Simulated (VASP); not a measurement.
# TiO (Pm-3m) in VASP: further runs

Runs on TiO. Level: r2SCAN. Tasks: equation of state, elastic constants.

Everything below comes from runs of VASP 6.6.1. Logs are shortened: lines on timing, memory, paths and dates and some standing lists are left out, and cuts for length are marked.

### 1 The structure

The structure is cubic, space group Pm-3m (No. 221). The conventional cell has a = 2.708 Å, b = 2.708 Å, c = 2.708 Å, α = 90.00°, β = 90.00°, γ = 90.00°. Ti (site symmetry m-3m) has 8 O at 2.35 Å as nearest neighbours. O (site symmetry m-3m) has 8 Ti at 2.35 Å as nearest neighbours.

The cell comes from a database or a generator and needn't be the stable form of this composition.

### 2 Equation of state, r2SCAN, 9.34 Å³/atom (volume scaled by 0.94)

File INCAR:

```
SYSTEM = TiO
ALGO = Normal
EDIFF = 1E-7
ENCUT = 520
ISIF = 2
ISMEAR = -1
LASPH = .TRUE.
LCHARG = .FALSE.
LMIXTAU = .TRUE.
LREAL = .FALSE.
LWAVE = .FALSE.
METAGGA = R2SCAN
NELM = 80
PREC = Accurate
SIGMA = 0.05
```

File KPOINTS:

```
k-points
0
G
  10 10 10
  0 0 0
```

File POSCAR:

```
TiO
1.0
    2.6530523200      0.0000000000      0.0000000000
    0.0000000000      2.6530523200      0.0000000000
    0.0000000000      0.0000000000      2.6530523200
Ti O
1 1
Direct
    0.0000000000      0.0000000000      0.0000000000
    0.5000000000      0.5000000000      0.5000000000
```

Potentials or basis: VASP PAW PBE potentials, release 64 (Ti_sv, O).

Launch:

```bash
$ cat potpaw_PBE.64/Ti_sv/POTCAR potpaw_PBE.64/O/POTCAR > POTCAR
$ mpirun -np 1 vasp_std > vasp.out
```

OUTCAR:

```text
SYSTEM = TiO
   EDIFF = 1E-7
   ENCUT = 520
   ISIF = 2
   ISMEAR = -1
   LASPH = .TRUE.
   LREAL = .FALSE.
   METAGGA = R2SCAN
   NELM = 80
   PREC = Accurate

 Found     56 irreducible k-points:

 Following reciprocal coordinates:
            Coordinates               Weight
  0.000000  0.000000  0.000000      1.000000
  0.100000  0.000000  0.000000      6.000000
  0.200000  0.000000  0.000000      6.000000
  0.300000  0.000000  0.000000      6.000000
  0.400000  0.000000  0.000000      6.000000
  0.500000  0.000000  0.000000      3.000000
   k-points           NKPTS =     56   k-points in BZ     NKDIM =     56   number of bands    NBANDS=     13
   number of dos      NEDOS =    301   number of ions     NIONS =      2
   total plane-waves  NPLWV =   8000
   dimension x,y,z NGX =    20 NGY =   20 NGZ =   20
   dimension x,y,z NGXF=    40 NGYF=   40 NGZF=   40
   ions per type =               1   1
   NGX,Y,Z   is equivalent  to a cutoff of  12.53, 12.53, 12.53 a.u.
   NGXF,Y,Z  is equivalent  to a cutoff of  25.06, 25.06, 25.06 a.u.
 SYSTEM =  TiO
   PREC   = accura    normal or accurate (medium, high low for compatibility)
   ISTART =      0    job   : 0-new  1-cont  2-samecut
   ICHARG =      2    charge: 1-file 2-atom 10-const
   ISPIN  =      1    spin polarized calculation?
   LNONCOLLINEAR =      F non collinear calculations
   LSORBIT =      F    spin-orbit coupling
   LASPH  =      T    aspherical Exc in radial PAW
   ENCUT  =  520.0 eV  38.22 Ry    6.18 a.u.   4.93  4.93  4.93*2*pi/ulx,y,z
   NELM   =     80;   NELMIN=  2; NELMDL= -5     # of ELM steps
   EDIFF  = 0.1E-06   stopping-criterion for ELM
   LREAL  =      F    real-space projection
   EDIFFG = 0.1E-05   stopping-criterion for IOM
   NSW    =      0    number of steps for IOM
   IBRION =     -1    ionic relax: 0-MD 1-quasi-New 2-CG
   NFREE  =      0    steps in history (QN), initial steepest desc. (CG)
   ISIF   =      2    stress and relaxation
   ISYM   =      2    0-nonsym 1-usesym 2-fastsym
   POTIM  = 0.5000    time-step for ionic-motion
   TEBEG  =    0.0;   TEEND  =   0.0 temperature during run
   PSTRESS=    0.0 pullay stress
   NELECT =      18.0000    total number of electrons
   NUPDOWN=      -1.0000    fix difference up-down
   EMIN   =  10.00;   EMAX   =-10.00  energy-range for DOS
   EFERMI =   0.00;   METHOD = LEGACY
   ISMEAR =    -1;   SIGMA  =   0.05  broadening in eV -4-tet -1-fermi 0-gaus
   EFERMI_NEDOS =   21; number of points for ismear=-14 and -15
   IALGO  =     38    algorithm
   IMIX   =      4    mixing-type and parameters
     AMIX     =   0.40;   BMIX     =  1.00
     AMIX_MAG =   1.60;   BMIX_MAG =  1.00
  volume/ion in A,a.u.               =       9.34        63.01
  Fermi-wavevector in a.u.,A,eV,Ry     =   1.617161  3.055991 35.582076  2.615209
  Thomas-Fermi vector in A             =   2.711630
   LORBIT       =      0    0 simple, 1 ext, 2 COOP (PROOUT), +10 PAW based schemes
   METAGGA = R2SCAN    functional components
   LHFCALC =     F    Hartree Fock is set to
   AEXX    =    0.0000 exact exchange contribution
   IVDW    =     0    specifies the selected vdW correction
   LEPSILON=     F    determine dielectric tensor
   LRPA    =     F    only Hartree local field effects (RPA)
 non-spin polarized calculation
  energy-cutoff  :      520.00
  volume of cell :       18.67
 maximum number of plane-waves:       516
 NGX is ok and might be reduce to    20
   NGX =  9   NGY =  9   NGZ =  9

 number of electron      17.9999985 magnetization

 Free energy of the ion-electron system (eV)
  ---------------------------------------------------
  ext. energy  EPLUGINS =         0.00000000
  ---------------------------------------------------
  free energy    TOTEN  =       -23.44817105 eV

  energy without entropy =      -23.44798070  energy(sigma->0) =      -23.44807587

 E-fermi :  12.0855     XC(G=0): -13.8954

 val. band max:       11.7600042943   @ k =   0.4000   0.4000   0.2000
 cond. band min:      12.3089470871   @ k =   0.5000   0.5000   0.0000
 fundamental gap:      0.5489427929
 Fermi energy:        12.0855164455

 k-point     1 :       0.0000    0.0000    0.0000
  band No.  band energies     occupation
      1     -48.0120      2.00000
      2     -22.8173      2.00000
      3     -22.8173      2.00000
      4     -22.8173      2.00000
      5     -11.0722      2.00000
      6       7.1233      2.00000
      7       7.1233      2.00000
      8       7.1233      2.00000
      9       9.0077      2.00000
     10       9.0077      2.00000
     11      14.5779      0.00000
     12      14.8708      0.00000
     13      14.8708      0.00000

 k-point     2 :       0.1000    0.0000    0.0000
  band No.  band energies     occupation
      1     -47.9996      2.00000
      2     -22.9189      2.00000
      3     -22.8088      2.00000
      4     -22.8087      2.00000
      5     -10.9552      2.00000
      6       6.3291      2.00000
      7       7.0570      2.00000
      8       7.0570      2.00000
      9       9.0831      2.00000
     10       9.6458      2.00000
     11      14.8940      0.00000
     12      14.8966      0.00000
     13      14.8966      0.00000

 k-point     3 :       0.2000    0.0000    0.0000
  band No.  band energies     occupation
      1     -47.9671      2.00000
      2     -23.1785      2.00000
      3     -22.7865      2.00000
      4     -22.7865      2.00000
      5     -10.6437      2.00000
      6       4.9130      2.00000
      7       6.8829      2.00000
      8       6.8829      2.00000
      9       9.2875      2.00000
     10      10.8743      2.00000
     11      14.9550      0.00000
     12      14.9755      0.00000
     13      14.9755      0.00000

 k-point     4 :       0.3000    0.0000    0.0000
  band No.  band energies     occupation
      1     -47.9267      2.00000
      2     -23.4877      2.00000
      3     -22.7589      2.00000
      4     -22.7588      2.00000
      5     -10.2426      2.00000
      6       3.5580      2.00000
      7       6.6676      2.00000
      8       6.6676      2.00000
      9       9.5565      2.00000
     10      12.3330      0.01407
     11      15.0316      0.00000
     12      15.0952      0.00000
     13      15.0952      0.00000

 k-point     5 :       0.4000    0.0000    0.0000
  band No.  band energies     occupation
      1     -47.8936      2.00000
      2     -23.7292      2.00000
      3     -22.7363      2.00000
      4     -22.7363      2.00000
      5      -9.8983      2.00000
      6       2.5931      2.00000
      7       6.4937      2.00000
      8       6.4937      2.00000
      9       9.7896      2.00000
     10      13.6190      0.00000
     11      15.0946      0.00000
     12      15.2100      0.00000
     13      15.2101      0.00000

 k-point     6 :       0.5000    0.0000    0.0000
  band No.  band energies     occupation
      1     -47.8809      2.00000
      2     -23.8197      2.00000
      3     -22.7277      2.00000
      4     -22.7277      2.00000
      5      -9.7611      2.00000
      6       2.2417      2.00000
      7       6.4274      2.00000
      8       6.4274      2.00000
      9       9.8827      2.00000
     10      14.1465      0.00000
     11      15.1189      0.00000
     12      15.2582      0.00000
     13      15.2582      0.00000

 [... further k-points ...]

------------------------ aborting loop because EDIFF is reached ----------------------------------------

  FORCE on cell =-STRESS in cart. coord.  units (eV):
  Direction    XX          YY          ZZ          XY          YZ          ZX
  --------------------------------------------------------------------------------------
  -------------------------------------------------------------------------------------
  Total       -0.7128976     -0.7128976     -0.7128976     -0.0000000      0.0000000     -0.0000000
  in kB      -61.1646182    -61.1646182    -61.1646182     -0.0000000      0.0000000     -0.0000000
  external PRESSURE =     -61.1646182 kB  Pullay stress =       0.0000000 kB

 VOLUME and BASIS-vectors are now :
 -----------------------------------------------------------------------------
  energy-cutoff  :      520.00
  volume of cell :       18.67
      direct lattice vectors                 reciprocal lattice vectors
     2.653052320  0.000000000  0.000000000     0.376924342  0.000000000  0.000000000
     0.000000000  2.653052320  0.000000000     0.000000000  0.376924342  0.000000000
     0.000000000  0.000000000  2.653052320     0.000000000  0.000000000  0.376924342

 POSITION                                       TOTAL-FORCE (eV/Angst)
 -----------------------------------------------------------------------------------
      0.00000      0.00000      0.00000         0.000000      0.000000      0.000000
      1.32653      1.32653      1.32653         0.000000      0.000000      0.000000
 -----------------------------------------------------------------------------------
    total drift:                               -0.000000      0.000000      0.000000

  FREE ENERGIE OF THE ION-ELECTRON SYSTEM (eV)
  ---------------------------------------------------
  free  energy   TOTEN  =       -23.4481710502 eV

  energy  without entropy=      -23.4479806964  energy(sigma->0) =      -23.44807587
```

Wall time 62 s (1 thread of Intel Xeon Platinum 8375C at 2.90GHz (Ice Lake), shared host); peak memory 0.13 GiB.

What came out:

- Free energy: -23.4482 eV
- Pressure: -6.1 GPa
- Band gap on the k mesh: none (metal or under the smearing width)

Caveat: the PAW data sets were made with another functional, which shifts forces and pressure a little; semilocal functionals often make such compounds metallic where correlation or magnetic order opens a gap, which also shifts bond lengths.

### 3 Equation of state, r2SCAN, 9.54 Å³/atom (volume scaled by 0.96)

File INCAR:

```
ALGO     = Normal         # electronic algorithm
EDIFF    = 1E-6           # SCF threshold, eV
ENCUT    = 520            # plane-wave cutoff, eV
ISIF     = 2              # what is computed and relaxed
ISMEAR   = -1             # smearing method
LASPH    = T              # aspherical terms in the spheres
LCHARG   = F              # write CHGCAR
LMIXTAU  = T            
LREAL    = F              # projectors in reciprocal space
LWAVE    = F              # write WAVECAR
METAGGA  = R2SCAN         # meta-GGA
NELM     = 60             # most SCF steps
PREC     = Accurate       # precision mode
SIGMA    = 0.05           # smearing width, eV
```

File KPOINTS:

```
k-points
0
Gamma
  10 10 10
```

File POSCAR:

```
TiO
1.0
    2.6717364027      0.0000000000      0.0000000000
    0.0000000000      2.6717364027      0.0000000000
    0.0000000000      0.0000000000      2.6717364027
Ti O
1 1
Direct
    0.0000000000      0.0000000000      0.0000000000
    0.5000000000      0.5000000000      0.5000000000
```

Potentials or basis: VASP PAW PBE potentials, release 64 (Ti_sv, O).

Launch:

```bash
$ cat potpaw_PBE.64/Ti_sv/POTCAR potpaw_PBE.64/O/POTCAR > POTCAR
$ mpirun -np 1 vasp_std > vasp.out
```

Run time: 55 s. Hardware: 1 thread of Intel Xeon Platinum 8375C at 2.90GHz (Ice Lake), shared host; peak memory 0.13 GiB.

It converged, with:

```yaml
Free_energy: -23.4281 eV
Pressure: -10.9 GPa
Band_gap_on_the_k_mesh: none (metal or under the smearing width)
```

Caveat: the PAW data sets were made with another functional, which shifts forces and pressure a little; semilocal functionals often make such compounds metallic where correlation or magnetic order opens a gap, which also shifts bond lengths.

### 4 Equation of state, r2SCAN, 9.73 Å³/atom (volume scaled by 0.98)

File INCAR:

```
SYSTEM = TiO
ALGO = Normal ; EDIFF = 1E-6
ENCUT = 520 ; ISIF = 2
ISMEAR = -1 ; LASPH = .TRUE.
LCHARG = .FALSE. ; LMIXTAU = .TRUE.
LREAL = .FALSE. ; LWAVE = .FALSE.
METAGGA = R2SCAN ; NELM = 100
PREC = Accurate ; SIGMA = 0.05
```

File KPOINTS:

```
k-points
0
G
  10 10 10
  0 0 0
```

File POSCAR:

```
TiO
1.0
    2.6901627532      0.0000000000      0.0000000000
    0.0000000000      2.6901627532      0.0000000000
    0.0000000000      0.0000000000      2.6901627532
Ti O
1 1
Direct
    0.0000000000      0.0000000000      0.0000000000
    0.5000000000      0.5000000000      0.5000000000
```

Launch:

```bash
$ cat potpaw_PBE.64/Ti_sv/POTCAR potpaw_PBE.64/O/POTCAR > POTCAR
$ mpirun -np 1 vasp_std > vasp.out
```

Wall time 52 s (1 thread of Intel Xeon Platinum 8375C at 2.90GHz (Ice Lake), shared host); peak memory 0.14 GiB.

The run converged. Its results:

```
Free energy            : -23.3976 eV
Pressure               : -14.8 GPa
Band gap on the k mesh : none (metal or under the smearing width)
```

Caveat: the PAW data sets were made with another functional, which shifts forces and pressure a little; semilocal functionals often make such compounds metallic where correlation or magnetic order opens a gap, which also shifts bond lengths.

### 5 Equation of state, r2SCAN, 10.13 Å³/atom (volume scaled by 1.02)

File INCAR:

```
ALGO = Normal
EDIFF = 1E-7
ENCUT = 520
ISIF = 2
ISMEAR = -1
LASPH = True
LCHARG = False
LMIXTAU = True
LREAL = False
LWAVE = False
METAGGA = R2SCAN
NELM = 60
PREC = Accurate
SIGMA = 0.05
```

File KPOINTS:

```
k-points
0
Gamma
  10 10 10
```

File POSCAR:

```
TiO
1.0
    2.7262766297      0.0000000000      0.0000000000
    0.0000000000      2.7262766297      0.0000000000
    0.0000000000      0.0000000000      2.7262766297
Ti O
1 1
Direct
    0.0000000000      0.0000000000      0.0000000000
    0.5000000000      0.5000000000      0.5000000000
```

Launch:

```bash
$ cat potpaw_PBE.64/Ti_sv/POTCAR potpaw_PBE.64/O/POTCAR > POTCAR
$ mpirun -np 1 vasp_std > vasp.out
```

Wall time 57 s (1 thread of Intel Xeon Platinum 8375C at 2.90GHz (Ice Lake), shared host); peak memory 0.14 GiB.

Results (log left out):

```yaml
Free_energy: -23.3100 eV
Pressure: -21.2 GPa
Band_gap_on_the_k_mesh: none (metal or under the smearing width)
```

Caveat: the PAW data sets were made with another functional, which shifts forces and pressure a little; semilocal functionals often make such compounds metallic where correlation or magnetic order opens a gap, which also shifts bond lengths.

### 6 Equation of state, r2SCAN, 10.33 Å³/atom (volume scaled by 1.04)

File INCAR:

```
SYSTEM = TiO
PREC     = Accurate       ! precision mode
ENCUT    = 520            ! plane-wave cutoff, eV
EDIFF    = 1E-6           ! SCF threshold, eV
ISMEAR   = -1             ! smearing method
SIGMA    = 0.05           ! smearing width, eV
LREAL    = .False.        ! projectors in reciprocal space
LASPH    = .True.         ! aspherical terms in the spheres
NELM     = 60             ! most SCF steps
ALGO     = Normal         ! electronic algorithm
ISIF     = 2              ! what is computed and relaxed
LWAVE    = .False.        ! write WAVECAR
LCHARG   = .False.        ! write CHGCAR
METAGGA  = R2SCAN         ! meta-GGA
LMIXTAU  = .True.
```

File KPOINTS:

```
regular mesh
0
Gamma
  10 10 10
  0 0 0
```

File POSCAR:

```
TiO
1.0
    2.7439802208      0.0000000000      0.0000000000
    0.0000000000      2.7439802208      0.0000000000
    0.0000000000      0.0000000000      2.7439802208
Ti O
1 1
Direct
    0.0000000000      0.0000000000      0.0000000000
    0.5000000000      0.5000000000      0.5000000000
```

Potentials or basis: VASP PAW PBE potentials, release 64 (Ti_sv, O).

Launch:

```bash
$ cat potpaw_PBE.64/Ti_sv/POTCAR potpaw_PBE.64/O/POTCAR > POTCAR
$ mpirun -np 1 vasp_std > vasp.out
```

Wall time 49 s (1 thread of Intel Xeon Platinum 8375C at 2.90GHz (Ice Lake), shared host); peak memory 0.14 GiB.

It converged, with:

| Property | Result |
| --- | --- |
| Free energy | -23.2547 eV |
| Pressure | -23.9 GPa |
| Band gap on the k mesh | none (metal or under the smearing width) |

Caveat: the PAW data sets were made with another functional, which shifts forces and pressure a little; semilocal functionals often make such compounds metallic where correlation or magnetic order opens a gap, which also shifts bond lengths.

### 7 Equation of state, r2SCAN, 10.53 Å³/atom (volume scaled by 1.06)

File INCAR:

```
ALGO = Normal
EDIFF = 1E-6
ENCUT = 520
ISIF = 2
ISMEAR = -1
LASPH = T
LCHARG = F
LMIXTAU = T
LREAL = F
LWAVE = F
METAGGA = R2SCAN
NELM = 80
PREC = Accurate
SIGMA = 0.05
```

File KPOINTS:

```
k-points
0
Gamma
  10 10 10
```

File POSCAR:

```
TiO
1.0
    2.7614582730      0.0000000000      0.0000000000
    0.0000000000      2.7614582730      0.0000000000
    0.0000000000      0.0000000000      2.7614582730
Ti O
1 1
Direct
    0.0000000000      0.0000000000      0.0000000000
    0.5000000000      0.5000000000      0.5000000000
```

Launch:

```bash
$ cat potpaw_PBE.64/Ti_sv/POTCAR potpaw_PBE.64/O/POTCAR > POTCAR
$ mpirun -np 1 vasp_std > vasp.out
```

Run time: 49 s. Hardware: 1 thread of Intel Xeon Platinum 8375C at 2.90GHz (Ice Lake), shared host; peak memory 0.15 GiB.

It converged, with:

```
Free energy            : -23.1930 eV
Pressure               : -26.4 GPa
Band gap on the k mesh : none (metal or under the smearing width)
```

Caveat: the PAW data sets were made with another functional, which shifts forces and pressure a little; semilocal functionals often make such compounds metallic where correlation or magnetic order opens a gap, which also shifts bond lengths.

(Part 1 of 2 ends here.)
